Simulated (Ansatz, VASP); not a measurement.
AlRu: VASP beside Ansatz

INCAR

```
SYSTEM = AlRu
  PREC = Accurate
  ENCUT = 520
  EDIFF = 1E-6
  ISMEAR = 0
  SIGMA = 0.1
  LREAL = .FALSE.
  LASPH = .TRUE.
  NELM = 150
  ALGO = Normal
  ISIF = 2
  LWAVE = .FALSE.
  LCHARG = .TRUE.
  MAGMOM = 0 0 0 0 0 0
  LORBIT = 11
  LSORBIT = .TRUE.
  GGA_COMPAT = .FALSE.
  LORBMOM = .TRUE.
  LMAXMIX = 4
  LVHAR = .TRUE.
  NBANDS = 29
```

Contents of KPOINTS:

```
regular mesh
0
G
  11 11 11
  0 0 0
```

Contents of POSCAR:

```
AlRu
1.0
    2.9916000000      0.0000000000      0.0000000000
    0.0000000000      2.9916000000      0.0000000000
    0.0000000000      0.0000000000      2.9916000000
Al Ru
1 1
Direct
    0.0000000000      0.0000000000      0.0000000000
    0.5000000000      0.5000000000      0.5000000000
```

Input for Ansatz:

```yaml
crystal:
  lattice:
    - [2.9916, 0.0, 0.0]
    - [0.0, 2.9916, 0.0]
    - [0.0, 0.0, 2.9916]
  atoms:
    - { symbol: Al, position: [0.0, 0.0, 0.0] }
    - { symbol: Ru, position: [0.5, 0.5, 0.5] }
basis:
  ecutwfc: 462.593566181796
kpoints:
  mp_grid:
    grid: [11, 11, 11]
hamiltonian:
  xc: lda
magnetization:
  noncollinear: true
  spin_orbit: true
scf:
  occupations:
    method: gaussian
output:
  eigenvalues: true
```

Alike in both runs: task single point; functional LDA; k mesh 11 × 11 × 11; non-collinear spin, spin-orbit coupling.

|  | VASP | Ansatz |
| --- | --- | --- |
| version | VASP 6.6.1 | Ansatz 0.2.0 |
| potentials or method | VASP PAW LDA potentials, release 64 (Al, Ru_pv) | plane waves, PAW |
| plane-wave cutoff (eV) | 520 | 463 |
| occupations | gaussian, width 0.1 eV | gaussian |
| valence electrons in the cell | 17 | 19 |

|  | VASP | Ansatz | Ansatz less VASP |
| --- | --- | --- | --- |
| gap on the k mesh at the Fermi level (eV) | none | none | - |
| net moment per atom (μB) | 0.00 | 0.00 | 0.000 |

A gap of «none» marks a metal or a gap that the smearing closes. The two sets of potentials don't hold the same shells in valence.
